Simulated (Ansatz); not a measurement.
A run of Ansatz 0.2.0:

The input input.yaml:

```yaml
crystal:
  lattice:
    - [-1.4145745, 1.39290955, 1.39215747]
    - [1.44298028, -1.37512715, 1.40278084]
    - [1.4112696, 1.37182225, -1.37437506]
  atoms:
    - { symbol: Co, position: [0.0, 0.0, 0.0], spin: 2.0 }
  symmetry: { detect: false }
kpoints:
  mp_grid: { grid: [13, 13, 13] }
  band_path:
    path: [[0.0, 0.0, -0.5], [0.0, 0.0, 0.0], [0.0, 0.5, 0.0]]
    npoints: 12
scf:
  occupations: { method: fermi_dirac, width: 0.05 }
hamiltonian:
  xc: pbesol
  pseudopotentials:
    kind: all_electron
    lapw: { basis_error: 0.0005, small_component_spin: dirac_moment }
  hubbard:
    occupation_matrices:
      s0_up:
        matrix:
          - [0.98, 0.0, 0.0, 0.0, 0.0]
          - [0.0, 0.98, 0.0, 0.0, 0.0]
          - [0.0, 0.0, 0.98, 0.0, 0.0]
          - [0.0, 0.0, 0.0, 0.98, 0.0]
          - [0.0, 0.0, 0.0, 0.0, 0.98]
      s0_down:
        matrix:
          - [0.364764, -0.190249, -0.058874, -0.330727, 0.251137]
          - [-0.190249, 0.124984, 0.032488, 0.182503, -0.138584]
          - [-0.058874, 0.032488, 0.030054, 0.056477, -0.042886]
          - [-0.330727, 0.182503, 0.056477, 0.337262, -0.240912]
          - [0.251137, -0.138584, -0.042886, -0.240912, 0.202936]
    sites:
      - { site: 0, l: d, u_eff: 2, starting_ns: [{ spin: up, occupation_matrix: s0_up }, { spin: down, occupation_matrix: s0_down }] }
    ns_hold: { iters: 8 }
    double_counting: fll
    projectors: ortho-atomic
magnetization:
  spin_polarized: true
output:
  forces: true
  stress: true
  eigenvalues: true
  fatbands: true
  dos: { projected: true, de: 0.1, e_range: [-20, 6] }
  populations: true
```

Potentials or basis: all-electron LAPW, Dirac moment of small components.

Run with:

```console
$ ansatz run input.yaml --threads 2 --pin off --max-ram 6144MiB --backend cpu --events-out ev --progress --plain --runs-dir out
```

Hardware: 2 threads of Intel(R) Xeon(R) 6975P-C (Granite Rapids) (shared host).

Q: How long does it take, and how much memory?

A: Run time: 3.7 min on 2 threads of Intel(R) Xeon(R) 6975P-C (Granite Rapids), with other jobs on the host, peak memory 1.5 GiB. Counts: scf iterations 29, plane waves 177, k points 1099, bands 14.
